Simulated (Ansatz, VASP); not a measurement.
**CuI in VASP and in Ansatz**

INCAR

```
SYSTEM = CuI
PREC     = Accurate       ! precision mode
ENCUT    = 520            ! plane-wave cutoff, eV
EDIFF    = 1E-7           ! SCF threshold, eV
ISMEAR   = 0              ! smearing method
SIGMA    = 0.05           ! smearing width, eV
LREAL    = .False.        ! projectors in reciprocal space
LASPH    = .True.         ! aspherical terms in the spheres
NELM     = 100            ! most SCF steps
ALGO     = Normal         ! electronic algorithm
ISIF     = 2              ! what is computed and relaxed
LWAVE    = .False.        ! write WAVECAR
LCHARG   = .False.        ! write CHGCAR
GGA      = PS             ! functional
NBANDS   = 16             ! bands
```

KPOINTS

```
regular mesh
0
Gamma
  8 8 8
  0 0 0
```

File POSCAR:

```
CuI
1.0
    0.0000000000      3.0315000000      3.0315000000
    3.0315000000      0.0000000000      3.0315000000
    3.0315000000      3.0315000000      0.0000000000
Cu I
1 1
Direct
    0.7500000000      0.7500000000      0.7500000000
    0.0000000000      0.0000000000      0.0000000000
```

Input for Ansatz:

```yaml
crystal:
  lattice:
    - [0.0, 3.0315, 3.0315]
    - [3.0315, 0.0, 3.0315]
    - [3.0315, 3.0315, 0.0]
  atoms:
    - { symbol: Cu, position: [0.75, 0.75, 0.75] }
    - { symbol: I, position: [0.0, 0.0, 0.0] }
basis:
  ecutwfc: 420
kpoints:
  mp_grid: { grid: [8, 8, 8] }
hamiltonian:
  xc: pbesol
scf:
  occupations: { method: gaussian, width: 0.05 }
output:
  forces: true
  stress: true
  eigenvalues: true
```

Alike in both runs: task single point; functional PBEsol; k mesh 8 × 8 × 8; occupations gaussian, width 0.05 eV; no spin polarisation.

```csv
,VASP,Ansatz
version,VASP 6.6.1,Ansatz 0.2.0
potentials or method,"VASP PAW PBE potentials, release 64 (Cu, I)","scalar-relativistic, plane waves, PAW"
plane-wave cutoff (eV),520,420
valence electrons in the cell,18,36
```

|  | VASP | Ansatz | Ansatz less VASP |
| --- | --- | --- | --- |
| gap on the k mesh at the Fermi level (eV) | 1.03 | 1.01 | -0.021 |
| least direct gap on the mesh (eV) | 1.03 | 1.01 | -0.021 |
| pressure (GPa) | -2.5 | -2.6 | -0.08 |

With one functional, cell and mesh, what is left measures potentials, basis and numerics. The two sets of potentials don't hold the same shells in valence.

Caveats: the PAW data sets were made with another functional, which shifts forces and pressure a little (VASP); spin-orbit coupling is left out, which moves the levels of the heavy elements. PBEsol gaps usually lie below the measured ones, often by a third to a half.
